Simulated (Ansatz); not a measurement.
MoTe2 in the 2H-MoS2-type structure, relaxed with r2SCAN+rVV10. The symmetry is P6_3/mmc (No. 194, hexagonal); a = 3.542 Å, c = 14.177 Å in the conventional setting, 25.67 Å³ an atom. Mo has 6 Te at 2.72 Å; Te has 3 Mo at 2.72 Å.

```
Mo Te
1.0
     3.54213    0.00000    0.00000
    -1.77107    3.06758    0.00000
     0.00000    0.00000   14.17665
Mo Te
2 4
Direct
  0.33333 0.66667 0.25000
  0.66667 0.33333 0.75000
  0.66667 0.33333 0.37658
  0.66667 0.33333 0.12342
  0.33333 0.66667 0.87658
  0.33333 0.66667 0.62342
```

4 runs of Ansatz on this cell differ in the functional (and in the settings that go with it). Levels are in eV from each run's valence top; v1 is the last filled band, c1 the first empty one.

Run A, mean stress -1.7 GPa (compression positive):

| point | v4 | v3 | v2 | v1 | c1 | c2 |
| --- | --- | --- | --- | --- | --- | --- |
| Γ | -1.19 | -1.11 | -0.54 | 0.00 | 4.15 | 4.15 |
| M | -1.13 | -1.06 | -0.73 | -0.47 | 2.38 | 2.44 |
| K | -2.12 | -2.12 | -0.27 | -0.04 | 2.01 | 2.01 |
| A | -1.20 | -1.20 | -0.13 | -0.13 | 4.18 | 4.18 |
| L | -1.08 | -1.08 | -0.60 | -0.60 | 2.41 | 2.41 |
| H | -2.26 | -2.26 | -0.17 | -0.17 | 2.02 | 2.02 |

Run B, mean stress +1.2 GPa (compression positive):

| point | v4 | v3 | v2 | v1 | c1 | c2 |
| --- | --- | --- | --- | --- | --- | --- |
| Γ | -1.13 | -0.97 | -0.50 | 0.00 | 2.98 | 2.98 |
| M | -0.99 | -0.95 | -0.72 | -0.48 | 1.32 | 1.37 |
| K | -1.96 | -1.96 | -0.26 | -0.07 | 1.01 | 1.01 |
| A | -1.14 | -1.14 | -0.12 | -0.12 | 3.02 | 3.02 |
| L | -0.96 | -0.96 | -0.60 | -0.60 | 1.34 | 1.34 |
| H | -2.08 | -2.08 | -0.18 | -0.18 | 1.02 | 1.02 |

Run C, mean stress +1.9 GPa (compression positive):

| point | v4 | v3 | v2 | v1 | c1 | c2 |
| --- | --- | --- | --- | --- | --- | --- |
| Γ | -1.04 | -0.95 | -0.41 | 0.00 | 2.87 | 2.87 |
| M | -0.96 | -0.91 | -0.61 | -0.38 | 1.23 | 1.28 |
| K | -1.80 | -1.80 | -0.27 | -0.08 | 0.93 | 0.93 |
| A | -1.05 | -1.05 | -0.10 | -0.10 | 2.90 | 2.90 |
| L | -0.92 | -0.92 | -0.49 | -0.49 | 1.25 | 1.25 |
| H | -1.93 | -1.93 | -0.19 | -0.19 | 0.93 | 0.93 |

Run D, mean stress -1.6 GPa (compression positive):

| point | v4 | v3 | v2 | v1 | c1 | c2 |
| --- | --- | --- | --- | --- | --- | --- |
| Γ | -1.18 | -1.07 | -0.54 | 0.00 | 3.46 | 3.46 |
| M | -1.11 | -1.04 | -0.72 | -0.48 | 1.71 | 1.77 |
| K | -2.09 | -2.09 | -0.27 | -0.05 | 1.36 | 1.36 |
| A | -1.19 | -1.19 | -0.13 | -0.13 | 3.50 | 3.50 |
| L | -1.06 | -1.06 | -0.60 | -0.60 | 1.74 | 1.74 |
| H | -2.23 | -2.23 | -0.17 | -0.17 | 1.36 | 1.36 |

Q: Match the runs to PBE, r2SCAN, HSE06, PBE0.

A: A is PBE0, B is r2SCAN, C is PBE, D is HSE06. In order of the gap: PBE 0.77, r2SCAN 0.88, HSE06 1.19, PBE0 1.83 eV.

Calculated for a static, non-magnetic cell.

No spin-orbit coupling is included; it can move band edges with weight on the heavy atoms by tenths of an eV.

The stress of a hybrid is loosely converged in these runs.

The meshes of the hybrids are coarse, so their gaps aren't converged to the digits shown.
